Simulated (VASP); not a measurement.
## VASP 6.6.1 run: RbCl

INCAR

```
LREAL = .FALSE.
IBRION = -1
LASPH = .TRUE.
LCHARG = .FALSE.
GGA = RP
NBANDS = 15
LWAVE = .FALSE.
ENCUT = 520
SIGMA = 0.5
NELM = 70
NSW = 0
ISMEAR = -4
EDIFF = 1E-7
PREC = Accurate
ISIF = 2
```

KPOINTS

```
KPOINTS created by Atomic Simulation Environment
0
Gamma
6 6 6
0 0 0
```

POSCAR

```
Rb Cl
 1.0000000000000000
     0.0000000000000000    3.1735803057999998    3.1735803057999998
     3.1735803057999998    0.0000000000000000    3.1735803057999998
     3.1735803057999998    3.1735803057999998    0.0000000000000000
 Rb  Cl
   1   1
Cartesian
  0.0000000000000000  0.0000000000000000  0.0000000000000000
  3.1735803057999998  3.1735803057999998  3.1735803057999998
```

The recommended PBE PAW datasets give the neutral cell 16 valence electrons.

Command

```
mpirun -np 1 vasp_std
```

OSZICAR

```
N       E                     dE             d eps       ncg     rms          rms(c)
DAV:   1     0.803758327574E+02    0.80376E+02   -0.69013E+03   480   0.937E+02
DAV:   2    -0.124478212640E+01   -0.81621E+02   -0.73797E+02   659   0.174E+02
DAV:   3    -0.630614144477E+01   -0.50614E+01   -0.50350E+01   663   0.434E+01
DAV:   4    -0.645313301381E+01   -0.14699E+00   -0.14698E+00   719   0.705E+00
DAV:   5    -0.645397274362E+01   -0.83973E-03   -0.83972E-03   670   0.539E-01    0.408E+00
DAV:   6    -0.612010205155E+01    0.33387E+00   -0.47481E-01   599   0.362E+00    0.321E+00
DAV:   7    -0.611440766571E+01    0.56944E-02   -0.15841E-01   648   0.221E+00    0.177E+00
DAV:   8    -0.613933471279E+01   -0.24927E-01   -0.24683E-02   516   0.106E+00    0.149E-01
DAV:   9    -0.614138663064E+01   -0.20519E-02   -0.18553E-03   592   0.271E-01    0.116E-01
DAV:  10    -0.614265893939E+01   -0.12723E-02   -0.15530E-03   508   0.267E-01    0.279E-02
DAV:  11    -0.614270324157E+01   -0.44302E-04   -0.53322E-05   600   0.518E-02    0.790E-03
DAV:  12    -0.614272385612E+01   -0.20615E-04   -0.34157E-05   501   0.454E-02    0.181E-03
DAV:  13    -0.614272440000E+01   -0.54388E-06   -0.59010E-07   711   0.475E-03    0.159E-03
DAV:  14    -0.614272486513E+01   -0.46513E-06   -0.93022E-07   494   0.726E-03    0.522E-04
DAV:  15    -0.614272481689E+01    0.48241E-07   -0.21225E-08   485   0.118E-03
   1 F= -.61427248E+01 E0= -.61427248E+01  d E =0.000000E+00
```

From OUTCAR

```
k-points           NKPTS =     16   k-points in BZ     NKDIM =     16   number of bands    NBANDS=     15

   NELECT =      16.0000    total number of electrons

   dimension x,y,z NGX =    36 NGY =   36 NGZ =   36
   dimension x,y,z NGXF=    72 NGYF=   72 NGZF=   72

  energy-cutoff  :      520.00
  volume of cell :       63.93
      direct lattice vectors                 reciprocal lattice vectors
     0.000000000  3.173580306  3.173580306    -0.157550763  0.157550763  0.157550763
     3.173580306  0.000000000  3.173580306     0.157550763 -0.157550763  0.157550763
     3.173580306  3.173580306  0.000000000     0.157550763  0.157550763 -0.157550763

 k-points in reciprocal lattice and weights: KPOINTS created by Atomic Simulation Env
   0.00000000  0.00000000  0.00000000       0.005
   0.16666667  0.00000000  0.00000000       0.037
   0.33333333  0.00000000  0.00000000       0.037
   0.50000000  0.00000000  0.00000000       0.019
   0.16666667  0.16666667  0.00000000       0.028
   0.33333333  0.16666667  0.00000000       0.111
   0.50000000  0.16666667  0.00000000       0.111
  -0.33333333  0.16666667  0.00000000       0.111
   ...

 E-fermi :  -1.2695

 k-point     1 :       0.0000    0.0000    0.0000
  band No.  band energies     occupation
      1     -25.0218      2.00000
      2     -13.3996      2.00000
      3      -9.0740      2.00000
      4      -9.0740      2.00000
      5      -9.0740      2.00000
      6      -1.2956      2.00000
      7      -1.2956      2.00000
      8      -1.2956      2.00000
      9       4.4356      0.00000
     10       6.9400      0.00000
     11       6.9400      0.00000
     12       6.9400      0.00000
     13       7.9211      0.00000
     14       7.9211      0.00000
     15      11.6201      0.00000

 k-point     2 :       0.1667    0.0000    0.0000
  band No.  band energies     occupation
      1     -25.0150      2.00000
      2     -13.4274      2.00000
      3      -9.0771      2.00000
      4      -9.0771      2.00000
      5      -9.0561      2.00000
      6      -1.5847      2.00000
      7      -1.4112      2.00000
      8      -1.4112      2.00000
      9       5.1102      0.00000
     10       6.8239      0.00000
     11       7.3212      0.00000
     12       7.3212      0.00000
     13       8.4053      0.00000
     14       8.4053      0.00000
     15      12.7330      0.00000

 k-point     3 :       0.3333    0.0000    0.0000
  band No.  band energies     occupation
      1     -25.0015      2.00000
      2     -13.4821      2.00000
      3      -9.0830      2.00000
      4      -9.0830      2.00000
      5      -9.0210      2.00000
      6      -2.0680      2.00000
      7      -1.6272      2.00000
      8      -1.6272      2.00000
      9       6.5050      0.00000
     10       6.9750      0.00000
     11       8.3833      0.00000
     12       8.3833      0.00000
     13       9.6331      0.00000
     14       9.6331      0.00000
     15      12.4491      0.00000

 ...

  Total        2.0806093      2.0806093      2.0806093      0.0000000     -0.0000000     -0.0000000
  in kB       52.1461971     52.1461971     52.1461971      0.0000000     -0.0000000     -0.0000000
  external PRESSURE =      52.1461971 kB  Pullay stress =       0.0000000 kB

 POSITION                                       TOTAL-FORCE (eV/Angst)
 -----------------------------------------------------------------------------------
      0.00000      0.00000      0.00000         0.000000     -0.000000     -0.000000
      3.17358      3.17358      3.17358         0.000000      0.000000      0.000000
 -----------------------------------------------------------------------------------
    total drift:                                0.000000      0.000000      0.000000

  FREE ENERGIE OF THE ION-ELECTRON SYSTEM (eV)
  ---------------------------------------------------
  free  energy   TOTEN  =        -6.1427248169 eV

  energy  without entropy=       -6.1427248169  energy(sigma->0) =       -6.14272482
```

It converged. Results: gap between bands v and c on the k mesh 5.73 eV; least direct gap on the k mesh 5.73 eV; pressure 5.2 GPa. Band v is the last that the valence electrons fill when counted band by band, and c is the next.

For comparison, a separate PBE run of the intended cell, on usual settings and not on those above, gives a gap of 5.37 eV on its mesh and a pressure of 3.5 GPa.

The run above took about 16 s on one core of a shared host (Intel Xeon Platinum 8488C) and held 0.21 GiB at most.
